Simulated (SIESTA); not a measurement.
Crystal: Ir.

```
Ir
1.0
     0.00000    1.91560    1.91560
     1.91560    0.00000    1.91560
     1.91560    1.91560    0.00000
Ir
1
Direct
  0.00000 0.00000 0.00000
```

Program: SIESTA 5.4.2. Alike in all runs: cell as given; smearing fermi-dirac 0.05 eV; grid cutoff 800 Ry.

Question: Order these runs on this cell by their pressure, lowest first.
A. level PBE; potentials or basis PseudoDojo 0.4 standard (PBE files, fully relativistic), TZP (energy shift 0.002 Ry); spin non-collinear, zero start, SOC; k mesh 9 × 9 × 9; energy shift 0.002 Ry
B. level PBE; potentials or basis PseudoDojo 0.4 standard (PBE files), DZP (energy shift 0.002 Ry); spin off; k mesh 12 × 12 × 12; energy shift 0.002 Ry
C. level PBE; potentials or basis PseudoDojo 0.4 standard (PBE files), TZDP (energy shift 0.002 Ry); spin off; k mesh 12 × 12 × 12; energy shift 0.002 Ry
D. level OLYP; potentials or basis PseudoDojo 0.4 standard (PBE files, fully relativistic), DZP (energy shift 0.01 Ry); spin non-collinear, ferromagnetic start, SOC; k mesh 9 × 9 × 9; energy shift 0.01 Ry

Answer: D (-7.1 GPa), A (9.3 GPa), B (14.4 GPa), C (16.6 GPa).

Caveats: semicore shells carry a single zeta, which can move pressures by several GPa and volumes by a few percent; the basis of atomic orbitals isn't converged, which shifts pressures, moduli and gaps; so large a pressure means that the cell lies far from this level's equilibrium, or that cutoff or potentials fall short (some runs); the potentials were made for another functional, which shifts forces and pressure (some runs).

Not every run made on this cell is shown here.
